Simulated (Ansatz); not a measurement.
Lattice energy of solid S8

Computed with Ansatz 0.2.0, DFT PBE+D3(BJ), scalar-relativistic, plane waves, PAW.

Plane waves to 420 eV, a k mesh through Γ of 2×2×1 on the computed 8-atom cell and Gaussian smearing (0.02 eV); no spin polarisation.

The relaxed primitive cell holds 1 S8 (symmetry kept; residual pressure 0.00 GPa). Each molecule is also computed alone in a box with 9 Å or more between images, first as cut from the crystal, then relaxed.

```
CELL_PARAMETERS angstrom
16.82989 0.00000 0.00000
0.00000 16.82989 0.00000
0.00000 0.00000 20.44754
ATOMIC_POSITIONS crystal
S 0.35869 0.50000 0.41610
S 0.40008 0.40008 0.46390
S 0.40008 0.59992 0.46390
S 0.50000 0.35869 0.41610
S 0.50000 0.64131 0.41610
S 0.59992 0.40008 0.46390
S 0.59992 0.59992 0.46390
S 0.64131 0.50000 0.41610
```

The lattice energy is 0.008 eV (0.7 kJ/mol) a molecule against the relaxed free molecules, without zero-point or thermal terms. Free molecules keep the site symmetry that they have in the crystal, and one conformer stands for all of a formula. The molecules are strained by 0.000 eV each in the crystal, which takes 5791.7 Å³ a molecule. The gap on the mesh is 3.31 eV in the crystal and 3.30 eV between the free molecule's highest filled and lowest empty level.

This form isn't the element's structure at ambient conditions.

Cost: 3 runs of about 3.7 core-minutes in all, on Arm Neoverse V1 (shared hosts).